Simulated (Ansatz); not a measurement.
# Si16C17: the cost of one run

Method: DFT PBE, scalar-relativistic, plane waves, PAW, in Ansatz 0.2.0.

2 further runs of the same task are left out: 2 set aside as unsound or not needed.

## 1. Starting point

Symmetry: F-43m, No. 216, cubic system. Conventional cell: a = 4.380 Å, b = 4.380 Å, c = 4.380 Å, α = 90.00°, β = 90.00°, γ = 90.00°. Si (site symmetry -43m) is surrounded by 4 C at 1.90 Å. C (site symmetry -43m) is surrounded by 4 Si at 1.90 Å.

Structure file:

```
CELL_PARAMETERS angstrom
0.00000 2.18986 2.18986
2.18986 0.00000 2.18986
2.18986 2.18986 0.00000
ATOMIC_POSITIONS crystal
Si 0.25000 0.25000 0.25000
C 0.00000 0.00000 0.00000
```

It goes back to an entry of the Materials Project.

It is the result of an earlier relaxation at this level (volume 10.50 Å³/atom; gap on the mesh: 1.37 eV).

## 2. The defect cell, relaxed

The supercell's rows are 1 1 1; 1 -3 1; 1 1 -3 in vectors of the relaxed cell. Atom 33 is the C that will move.

input.yaml

```yaml
crystal:
  lattice:
    - [4.3797259441, 4.3797259441, 4.3797259441]
    - [-4.3797259441, 4.3797259441, -4.3797259441]
    - [-4.3797259441, -4.3797259441, 4.3797259441]
  atoms:
    - { symbol: Si, position: [0.25, 0.0, 0.0] }
    - { symbol: Si, position: [0.25, 0.75, 0.25] }
    - { symbol: Si, position: [0.5, 0.75, 0.0] }
    - { symbol: Si, position: [0.25, 0.5, 0.5] }
    - { symbol: Si, position: [0.5, 0.5, 0.25] }
    - { symbol: Si, position: [0.75, 0.5, 0.0] }
    - { symbol: Si, position: [0.25, 0.25, 0.75] }
    - { symbol: Si, position: [0.5, 0.25, 0.5] }
    - { symbol: Si, position: [0.75, 0.25, 0.25] }
    - { symbol: Si, position: [0.0, 0.25, 0.0] }
    - { symbol: Si, position: [0.5, 0.0, 0.75] }
    - { symbol: Si, position: [0.75, 0.0, 0.5] }
    - { symbol: Si, position: [0.0, 0.0, 0.25] }
    - { symbol: Si, position: [0.75, 0.75, 0.75] }
    - { symbol: Si, position: [0.0, 0.75, 0.5] }
    - { symbol: Si, position: [0.0, 0.5, 0.75] }
    - { symbol: C, position: [0.5, 0.25, 0.25] }
    - { symbol: C, position: [0.5, 0.0, 0.5] }
    - { symbol: C, position: [0.75, 0.0, 0.25] }
    - { symbol: C, position: [0.5, 0.75, 0.75] }
    - { symbol: C, position: [0.75, 0.75, 0.5] }
    - { symbol: C, position: [0.0, 0.75, 0.25] }
    - { symbol: C, position: [0.5, 0.5, 0.0] }
    - { symbol: C, position: [0.75, 0.5, 0.75] }
    - { symbol: C, position: [0.0, 0.5, 0.5] }
    - { symbol: C, position: [0.25, 0.5, 0.25] }
    - { symbol: C, position: [0.75, 0.25, 0.0] }
    - { symbol: C, position: [0.0, 0.25, 0.75] }
    - { symbol: C, position: [0.25, 0.25, 0.5] }
    - { symbol: C, position: [0.0, 0.0, 0.0] }
    - { symbol: C, position: [0.25, 0.0, 0.75] }
    - { symbol: C, position: [0.25, 0.75, 0.0] }
    - { symbol: C, position: [0.7386575255, 0.0059978434, -0.01600952] }
basis:
  ecutwfc: 420
  xc_grid: 2
kpoints:
  mp_grid: { grid: [2, 2, 2], shift: [0.5, 0.5, 0.5] }
hamiltonian:
  xc: pbe
scf:
  occupations: { method: gaussian, width: 0.02 }
output:
  forces: true
  stress: false
  eigenvalues: true
relax:
  adjacent_minimum: "off"
  f_tol: 0.02
  max_steps: 60
```

Run with:

```bash
$ ansatz run input.yaml --threads 4 --pin off --max-ram 8192MiB --backend cpu --events-out ev --progress --plain --runs-dir out
```

What time and memory should one allow on 4 threads of Intel Xeon at 2.60GHz (Ice Lake), shared host?

About 67 s, with a peak of 0.97 GiB.
